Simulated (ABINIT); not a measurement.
# BP (F-43m): G0W0 with ABINIT, start to end, part 3 of 3

How does a plane-wave GW calculation on BP (F-43m) run from the first input to the gap?

ABINIT 10.8.3; LDA and many-body steps on it, plane waves. Known limits of the many-body steps: not at the basis limit; coarse k mesh.

So far. Step 4 (Empty states on the mesh, 4×4×4 mesh, 99 bands): On this mesh the gap is 1.318 eV. The earlier step found 1.229 eV, so this mesh misses an edge. Step 5 (Screening, 4×4×4 mesh, 91 bands, screening to 264 eV): Local fields lower ε∞ by 8 %. On a Γ-centred mesh this coarse the value itself is usually too large, while a short band sum pulls it down.

### 6. Self-energy, 4×4×4 mesh, 91 bands, screening to 264 eV

The self-energy is evaluated for the states that the input lists, and the levels follow from it, in one-shot runs by the linearised quasiparticle equation.

This step: G0W0 on LDA, plane waves, norm-conserving pseudopotentials.

The input, run.abi:

```
acell 3*1.0 Angstrom
rprim 
  0.000000000000 2.269000000000 2.269000000000
  2.269000000000 0.000000000000 2.269000000000
  2.269000000000 2.269000000000 0.000000000000
ntypat 2
znucl 5 15
natom 2
typat 1 2
xred 
  0.000000000000 0.000000000000 0.000000000000
  0.250000000000 0.250000000000 0.250000000000
pp_dirpath "pseudos"
pseudos "B.upf, P.upf"
ecut 34
ngkpt 4 4 4
nshiftk 1
shiftk 0 0 0
kptopt 1
chksymbreak 0
istwfk *1
occopt 1
irdwfk 1
optdriver 4
nband 91
gwcalctyp 0
ecutsigx 34
symsigma 1
nkptgw 3
kptgw 
  0.0000000000 0.0000000000 0.0000000000
  0.5000000000 0.5000000000 0.0000000000
  0.5000000000 0.0000000000 0.0000000000
bdgw 
  2 7
  3 6
  3 7
ecuteps 9.7
irdscr 1
ppmodel 1
indata_prefix "in"
outdata_prefix "out"
tmpdata_prefix "tmp"
```

The run is started by

```
$ OMP_NUM_THREADS=1 mpirun -n 4 abinit run.abi > log
```

Numbers of over 12 decimals in the logs are rounded to 6 here.

Log:

```text
.Version 10.8.3 of ABINIT. v10.8.2 released Aug 2026.

 Symmetries : space group F-4 3 m (#216); Bravais cF (face-center cubic)
[... echo of the input left out ...]
== DATASET  1 ==================================================================
-   mpi_nproc: 4, omp_nthreads: 1 (-1 if OMP is not activated)

--- !DatasetInfo
iteration_state: {dtset: 1, }
dimensions: {natom: 2, nkpt: 8, mband: 91, nsppol: 1, nspinor: 1, nspden: 1, mpw: 1524, }
cutoff_energies: {ecut:  34.0, pawecutdg:  -1.0, }
electrons: {nelect:   8.00000000E+00, charge:   0.00000000E+00, occopt:   1.00000000E+00, tsmear:   1.00000000E-02, }

 SIGMA: Calculation of the GW corrections

 Based on a program developped by R.W. Godby, V. Olevano, G. Onida, and L. Reining.
 Incorporated in ABINIT by V. Olevano, G.-M. Rignanese, and M. Torrent.
.Using double precision arithmetic ; gwpc =  8

[... cell and pseudopotentials left out ...]
--------------------------------------------------------------------------------

 ==== K-mesh for the wavefunctions ====
 Number of points in the irreducible wedge :     8
[... list of points left out ...]
 Together with 24 symmetry operations and time-reversal symmetry
 yields    64 points in the full Brillouin Zone.

 ==== Q-mesh for screening function ====
 Number of points in the irreducible wedge :     8
[... list of points left out ...]
 Together with 24 symmetry operations and time-reversal symmetry
 yields    64 points in the full Brillouin Zone.

 vcoul_init : cutoff-mode = AUXILIARY_FUNCTION
 q-points for optical limit:   1
     1)      0.000010    0.000020    0.000030
 setmesh: FFT mesh size selected  =    32x   32x   32
          total number of points  =        32768

 Number of electrons calculated from density =    8.0000; Expected =    8.0000
 average of density, n =  0.050741
 r_s =    1.6757
 omega_plasma =   21.7288 [eV]

 === KS Band Gaps ===
  >>>> For spin  1
   Minimum direct gap =   3.3863 [eV], located at k-point      :   0.0000  0.0000  0.0000
   Fundamental gap    =   1.3176 [eV], Top of valence bands at :   0.0000  0.0000  0.0000
                                       Bottom of conduction at :   0.5000  0.5000  0.0000
 SIGMA fundamental parameters:
 PLASMON POLE MODEL  1
 number of plane-waves for SigmaX                 1459
 number of plane-waves for SigmaC and W            259
 number of plane-waves for wavefunctions          1459
 number of bands                                    91
 number of independent spin polarizations            1
 number of spinorial components                      1
 number of k-points in IBZ                           8
 number of q-points in IBZ                           8
 number of symmetry operations                      24
 number of k-points in BZ                           64
 number of q-points in BZ                           64
 number of frequencies for dSigma/dE                 9
 frequency step for dSigma/dE [eV]                0.25
 number of omega for Sigma on real axis              0
 max omega for Sigma on real axis  [eV]           0.00
 zcut for avoiding poles [eV]                     0.10

 EPSILON^-1 parameters (SCR file):
 dimension of the eps^-1 matrix on file            259
 dimension of the eps^-1 matrix used               259
 number of plane-waves for wavefunctions          1459
 number of bands                                    91
 number of q-points in IBZ                           8
 number of frequencies                               2
 number of real frequencies                          1
 number of imag frequencies                          1

 matrix elements of self-energy operator (all in [eV])

 Perturbative Calculation

--- !SelfEnergy_ee
iteration_state: {dtset: 1, }
kpoint     : [   0.000,    0.000,    0.000, ]
spin       : 1
KS_gap     :    3.386
QP_gap     :    4.273
Delta_QP_KS:    0.887
data: !SigmaeeData |
     Band     E0 <VxcDFT>   SigX SigC(E0)      Z dSigC/dE  Sig(E)    E-E0       E
        2   7.259 -13.223 -15.229   1.237   0.791  -0.264 -13.831  -0.608   6.651
        3   7.259 -13.223 -15.229   1.237   0.791  -0.264 -13.831  -0.608   6.651
        4   7.259 -13.223 -15.229   1.237   0.791  -0.264 -13.831  -0.608   6.651
        5  10.645 -12.017  -7.058  -4.607   0.793  -0.261 -11.738   0.279  10.925
        6  10.645 -12.017  -7.058  -4.607   0.793  -0.261 -11.738   0.279  10.925
        7  10.645 -12.017  -7.058  -4.607   0.793  -0.261 -11.738   0.279  10.925

--- !SelfEnergy_ee
iteration_state: {dtset: 1, }
kpoint     : [   0.500,    0.500,    0.000, ]
spin       : 1
KS_gap     :    5.422
QP_gap     :    6.390
Delta_QP_KS:    0.968
data: !SigmaeeData |
     Band     E0 <VxcDFT>   SigX SigC(E0)      Z dSigC/dE  Sig(E)    E-E0       E
        3   3.155 -12.464 -16.031   2.607   0.773  -0.293 -13.207  -0.742   2.413
        4   3.155 -12.464 -16.031   2.607   0.773  -0.293 -13.207  -0.742   2.413
        5   8.577 -10.945  -6.342  -4.322   0.805  -0.243 -10.719   0.226   8.803
        6   8.819 -10.813  -6.099  -4.348   0.810  -0.235 -10.517   0.296   9.115

--- !SelfEnergy_ee
iteration_state: {dtset: 1, }
kpoint     : [   0.500,    0.000,    0.000, ]
spin       : 1
KS_gap     :    5.515
QP_gap     :    6.415
Delta_QP_KS:    0.899
data: !SigmaeeData |
     Band     E0 <VxcDFT>   SigX SigC(E0)      Z dSigC/dE  Sig(E)    E-E0       E
        3   5.511 -12.954 -15.666   1.834   0.784  -0.275 -13.643  -0.689   4.822
        4   5.511 -12.954 -15.666   1.834   0.784  -0.275 -13.643  -0.689   4.822
        5  11.026 -12.126  -6.874  -4.986   0.791  -0.264 -11.916   0.211  11.237
        6  11.943 -11.612  -6.149  -4.985   0.795  -0.258 -11.232   0.380  12.324
        7  11.943 -11.612  -6.149  -4.985   0.795  -0.258 -11.232   0.380  12.324

== END DATASET(S) ==============================================================
================================================================================

 -outvars: echo values of variables after computation  --------
           etotal      0.0000000000E+00
            nband          91
             nkpt           8
          spgroup         216
 [... the other variables as echoed above ...]

 Calculation completed.
```

The job ended after 12 s (4 MPI ranks of Arm Neoverse V2, shared host; peak memory 0.6 GiB).

This step gave:

* G0W0 gap on the points computed: 2.152 eV
* starting gap on the mesh: 1.318 eV
* k of the valence top: 0, 0, 0
* k of the conduction bottom: 0.5, 0.5, 0
* Z at the valence top: 0.791
* Z at the conduction bottom: 0.805
* least direct G0W0 gap on the computed points: 4.274 eV

The gap on the mesh goes from 1.32 eV to 2.15 eV, a correction of +0.83 eV. The start differs from the 1.23 eV found before because the two sample other k points.

Limits: finite bands, cutoff and mesh; coarse k mesh. v1 is the top filled band, c1 the lowest empty one. Levels before and after the correction, in eV, zero at the valence-band top of each column:

```tsv
	conduction bottom	valence top
Kohn-Sham	1.32	0.00
G0W0	2.15	0.00
```

```tsv
	level	energy (eV)
Kohn-Sham	Γ v3-v1	0.000
Kohn-Sham	Γ c1-c3	3.386
Kohn-Sham	(0.5 0.5 0) v2-v1	-4.104
Kohn-Sham	(0.5 0.5 0) c1	1.318
Kohn-Sham	(0.5 0.5 0) c2	1.560
G0W0	Γ v3-v1	0.000
G0W0	Γ c1-c3	4.274
G0W0	(0.5 0.5 0) v2-v1	-4.238
G0W0	(0.5 0.5 0) c1	2.152
G0W0	(0.5 0.5 0) c2	2.464
```

### 7. Where the time went

Times are wall times on 4 MPI ranks of Arm Neoverse V2, shared host, good to a factor of about two.

```tsv
step	time	share	memory (GiB)
ground state	3.3 s	10 %	0.26
bands along the symmetry lines	3.3 s	10 %	0.25
empty states on the mesh	6.5 s	20 %	0.73
screening	6.5 s	21 %	0.5
self-energy	12 s	38 %	0.6
```

### 8. Outcome

```
LDA gap                              : 1.21 eV, indirect
G0W0 gap on the mesh                 : 2.15 eV
G0W0 gap over the zone (rigid shift) : 2.05 eV
GW settings                          : 4×4×4 mesh, 91 bands, screening to 264 eV, Godby-Needs plasmon pole
known limits                         : not at the basis limit; coarse k mesh
```

**Reading.** G0W0 moves the gap on the mesh from 1.32 eV to 2.15 eV (+0.83 eV), with Z of 0.79 and 0.81 at the edges. The mesh misses the band edges by 0.11 eV in all; a rigid shift gives 2.05 eV for the zone. Local fields lower the RPA ε∞ on this mesh from 14.14 to 12.96; a Γ-centred mesh this coarse tends to raise both, most where the direct gap is narrow, while a short band sum lowers them. Only 3 of the mesh's irreducible points were corrected, so a valley elsewhere could overtake. The dearest step here is «self-energy». Bands and cutoff are finite, so the gap is not at the basis limit. The miss can reach some tenths of an eV and take either sign; the mesh is an error of its own. In the G0W0 run levels were corrected at 3 k points alone, so a gap called «on the mesh» is the least over those, and an edge elsewhere would be missed. A denser mesh or path gives a starting gap of 1.21 eV: the GW mesh misses a band edge, so its gaps are not the fundamental one. The 4×4×4 mesh is coarse for this cell, which bears on the long-range parts of exchange and screening.

[Paths, hosts, dates, memory and timing lines, banners, echoed tables and standing remarks are left out of the program output.]

[Logs are printed without paths, hosts, clocks, repeated set-up lines and the standing remarks that a program may print on its own settings, such as how far it seeks lower states.]

[Runs of the session that timed out or met a known fault of the program may be left out.]

[Hosts, paths, dates, database ids (printed as entryN), source tags and the programs' standing remarks are cut or masked in the printed files.]

[G0W0 gaps are taken among the corrected bands and points alone; a level outside them can change the order at an edge.]

[Where Ansatz stands beside ABINIT at settings called matched, ABINIT's density can come from a denser mesh and the files from another edition; pairs whose starting gaps differed by over 0.03 eV were left out, so agreement reads better than it is.]
